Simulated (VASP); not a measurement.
# VASP 6.6.1 run: CdSe

INCAR

```
LASPH = .TRUE.
ISMEAR = -1
SIGMA = 0.02
LREAL = .FALSE.
NSW = 0
ISIF = 2
NELM = 97
PREC = Single
NBANDS = 16
IBRION = -1
ENCUT = 520
GGA = PE
LCHARG = .FALSE.
LWAVE = .FALSE.
EDIFF = 1E-7
```

KPOINTS

```
KPOINTS created by Atomic Simulation Environment
0
Gamma
8 8 8
0 0 0
```

POSCAR

```
Cd Se
 1.0000000000000000
     0.0000000000000000    3.0064253460999999    3.0064253460999999
     3.0064253460999999    0.0000000000000000    3.0064253460999999
     3.0064253460999999    3.0064253460999999    0.0000000000000000
 Cd  Se
   1   1
Cartesian
  0.0000000000000000  0.0000000000000000  0.0000000000000000
  1.5032126730499997  1.5032126730499997  1.5032126730499997
```

The recommended PBE PAW datasets give the neutral cell 18 valence electrons.

Command

```
mpirun -np 1 vasp_std
```

Q: How does this run end, and what does it give?

A: It converged. Results: gap between bands v and c on the k mesh 0.68 eV; least direct gap on the k mesh 0.68 eV; pressure 5.3 GPa. Band v is the last that the valence electrons fill when counted band by band, and c is the next.

OSZICAR

```
N       E                     dE             d eps       ncg     rms          rms(c)
DAV:   1     0.107136542138E+03    0.10714E+03   -0.88487E+03   944   0.102E+03
DAV:   2    -0.183190211034E+01   -0.10897E+03   -0.10343E+03  1128   0.250E+02
DAV:   3    -0.577089527844E+01   -0.39390E+01   -0.39328E+01  1080   0.490E+01
DAV:   4    -0.578731060440E+01   -0.16415E-01   -0.16415E-01  1184   0.316E+00
DAV:   5    -0.578741106527E+01   -0.10046E-03   -0.10046E-03  1136   0.215E-01    0.673E+00
DAV:   6    -0.543827694889E+01    0.34913E+00   -0.52518E-01  1336   0.904E+00    0.524E+00
DAV:   7    -0.541535248032E+01    0.22924E-01   -0.15483E-01  1120   0.263E+00    0.219E+00
DAV:   8    -0.541623337471E+01   -0.88089E-03   -0.15082E-02  1088   0.152E+00    0.261E-01
DAV:   9    -0.541636980444E+01   -0.13643E-03   -0.15317E-03  1136   0.529E-01    0.477E-02
DAV:  10    -0.541643514455E+01   -0.65340E-04   -0.16769E-04  1200   0.166E-01    0.415E-02
DAV:  11    -0.541648002560E+01   -0.44881E-04   -0.74144E-05  1136   0.550E-02    0.143E-02
DAV:  12    -0.541647998895E+01    0.36654E-07   -0.24513E-06  1120   0.211E-02    0.487E-03
DAV:  13    -0.541648038382E+01   -0.39487E-06   -0.13836E-06  1152   0.831E-03    0.213E-03
DAV:  14    -0.541648039935E+01   -0.15531E-07   -0.28283E-08   848   0.119E-03
   1 F= -.54164804E+01 E0= -.54164804E+01  d E =-.198108E-09
```

For comparison, a separate PBE run of the intended cell, on usual settings and not on those above, gives a gap of 0.68 eV on its mesh and a pressure of 5.3 GPa.
